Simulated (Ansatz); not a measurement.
The following input was run with Ansatz 0.2.0.

```yaml
crystal:
  lattice:
    - [0.0, 3.6163192, 3.6163192]
    - [3.6163192, 0.0, 3.6163192]
    - [3.6163192, 3.6163192, 0.0]
  atoms:
    - { symbol: Si, position: [0.5, 0.5, 0.5] }
    - { symbol: Si, position: [0.75, 0.75, 0.75] }
    - { symbol: O, position: [0.630958765, 0.630958765, 0.630958765] }
    - { symbol: O, position: [0.107123705, 0.630958765, 0.630958765] }
    - { symbol: O, position: [0.630958765, 0.630958765, 0.107123705] }
    - { symbol: O, position: [0.630958765, 0.107123705, 0.630958765] }
basis:
  ecutwfc: 420
kpoints:
  mp_grid: { grid: [6, 6, 6] }
hamiltonian:
  xc: pbe
scf:
  occupations: { method: gaussian, width: 0.02 }
output:
  forces: true
  stress: true
  eigenvalues: true
```

Run as
```bash
ansatz run input.yaml --threads 1 --pin off --max-ram 1331MiB --backend cpu --events-out ev --progress --plain --runs-dir out
```

Method: DFT PBE, scalar-relativistic, plane waves, PAW in Ansatz.

Abridged output:

```
Pseudopotentials: kind: paw
Pseudopotential: Si, paw, valence charge 4, recommended cutoff 420 eV (normal)
Pseudopotential: O, paw, valence charge 6, recommended cutoff 420 eV (normal)
Functional definition: PBE
Crystal: 6 atoms, lattice volume = 94.587 Å³
Basis set: ecut = 420 eV, 1837 PW (Γ), exchange–correlation on 72×72×72 points (8 copies of the dense FFT grid, shifted against one another)
Bands: 22, of which v1, the nominal top of the filled ones, is band 16 counted from 1 (15 counted from 0)
Symmetry: 24 space group operations
Space group: F-43m (ITA 216), of the structure as read, at distance tolerance 4.6e-5 Å
k-points: 16 of 216 (time reversal used)
Initial density: superposition of atomic densities (neutral atoms: chi_scale 0, normalization atom), corrected by the library's trained network
Initial wavefunctions: pseudopotential atomic-orbital guess
Functional: x = pbe(κ = 0.804, μ = 0.21951497), c = pbe(β = 0.06672455)
SCF iter   1: F=—  HF=-3546.501091 eV  |F-HF|=—  |Δ(HF+E_count)|=         —  Δρ=1.94e-3  dr2=2.82e-3  ethr=1.77e-3  ⟨swp⟩=8.4  Hψ=2224  notcnv=0  defer=2
SCF iter   2: F=—  HF=-3546.503491 eV  |F-HF|=—  |Δ(HF+E_count)|=   2.40e-3  Δρ=6.66e-4  dr2=2.36e-4  ethr=8.80e-6  ⟨swp⟩=2.4  Hψ=772  notcnv=0  defer=16
SCF iter   3: F=—  HF=-3546.503830 eV  |F-HF|=—  |Δ(HF+E_count)|=   3.39e-4  Δρ=3.20e-4  dr2=5.05e-5  ethr=7.38e-7  ⟨swp⟩=2.0  Hψ=589  notcnv=0
automatic band count: iteration 3 solves 21 bands in place of 22: the levels show a gap, and the empty bands left out lie too high to hold charge; the band table lists the bands solved (type scf.n_extra_bands for more)
SCF iter   4: F=—  HF=-3546.503896 eV  |F-HF|=—  |Δ(HF+E_count)|=   6.66e-5  Δρ=1.30e-4  dr2=1.79e-5  ethr=1.58e-7  ⟨swp⟩=2.1  Hψ=584  notcnv=0
SCF iter   5: F=—  HF=-3546.503913 eV  |F-HF|=—  |Δ(HF+E_count)|=   1.67e-5  Δρ=3.57e-5  dr2=7.32e-7  ethr=5.59e-8  ⟨swp⟩=2.1  Hψ=556  notcnv=0
SCF iter   6: F=-3546.503914 eV  HF=-3546.503914 eV  |F-HF|=4.77e-8  |Δ(HF+E_count)|=   1.01e-6  Δρ=1.48e-5  dr2=9.25e-8  ethr=3.13e-10  ⟨swp⟩=6.9  Hψ=1691  notcnv=0
SCF 1 converged in 6 iterations: F = -3546.503914 eV  dr2 = 9.25e-8
SCF converged after 6 iterations
Free energy (F): -3546.503914 eV
Harris-Foulkes:  -3546.503914 eV  (|F-HF|=4.77e-8)
Internal energy: -3546.503914 eV  (E = F + TS)
E sigma→0 (E₀):  -3546.503914 eV
Fermi energy:    3.566991 eV
--- Per-component energies (eV) ---
  E_band       = -206.857157
  E_kinetic    = 818.224161
  E_local      = -2622.419267  (includes V_loc(G=0)·N_el)
  E_nonlocal   = 245.181736
  E_hartree    = 993.085015
  E_xc         = -411.205300
  E_vxc        = -477.549540  (∫ρ·V_xc dr)
  E_paw        = -1665.521915  (= ΣΔE_a)
  E_vpaw       = -156.478225  (= ΣTr[D̂ρ^β])
  E_aug_tail   = 0.010521  (compensation charges beyond the density's cutoff)
  E_ewald      = -903.858864
  E_smearing   =  0.000000  (= −TS)
--- Forces (eV/Å), atoms counted from 1 ---
  atom   1  Si     0.00000000     0.00000000     0.00000000
  atom   2  Si     0.00000000     0.00000000     0.00000000
  atom   3  O     -4.59970892    -4.59970892    -4.59970892
  atom   4  O     -4.59970892     4.59970892     4.59970892
  atom   5  O      4.59970892     4.59970892    -4.59970892
  atom   6  O      4.59970892    -4.59970892     4.59970892
--- Stress (GPa, compression-positive) ---
       20.271148       0.000000       0.000000
        0.000000      20.271148       0.000000
        0.000000       0.000000      20.271148
  P = ⅓ Tr σ = 20.2711 GPa (202.711 kbar)
--- Band table (eV; the first three rows and the last of 16) ---
  k-point 0: bands = ["-19.1342", "-16.8386", "-16.8386", "-16.8386", "-9.5085", "-5.3888", "-5.3888", "-5.3888", "-2.0889", "-2.0889", "-1.4586", "-1.4586", "-1.4586", "0.7843", "0.7843", "0.7843", "6.3434", "9.7225", "9.7225", "9.7225", "10.1288"]
  k-point 1: bands = ["-19.0572", "-16.9915", "-16.8419", "-16.8419", "-9.2550", "-5.4759", "-5.3210", "-5.3210", "-2.0578", "-2.0578", "-1.7502", "-1.4600", "-1.4600", "0.5372", "0.5372", "0.7855", "6.7038", "9.6605", "10.0412", "10.0412", "10.3470"]
  k-point 2: bands = ["-18.8669", "-17.3241", "-16.8483", "-16.8483", "-8.6851", "-5.7132", "-5.1782", "-5.1782", "-2.3072", "-1.9636", "-1.9636", "-1.4607", "-1.4607", "0.0248", "0.0248", "0.7890", "7.6195", "9.4462", "10.1294", "10.7451", "10.7451"]
  k-point 15: bands = ["-18.4830", "-17.8425", "-16.8664", "-16.8662", "-7.2982", "-7.0370", "-4.8207", "-4.8185", "-2.4761", "-2.4338", "-1.7420", "-1.7073", "-1.0767", "-0.5234", "-0.0441", "-0.0044", "9.1077", "9.7057", "10.3954", "10.8539", "11.5879"]
```

Self-consistency was reached.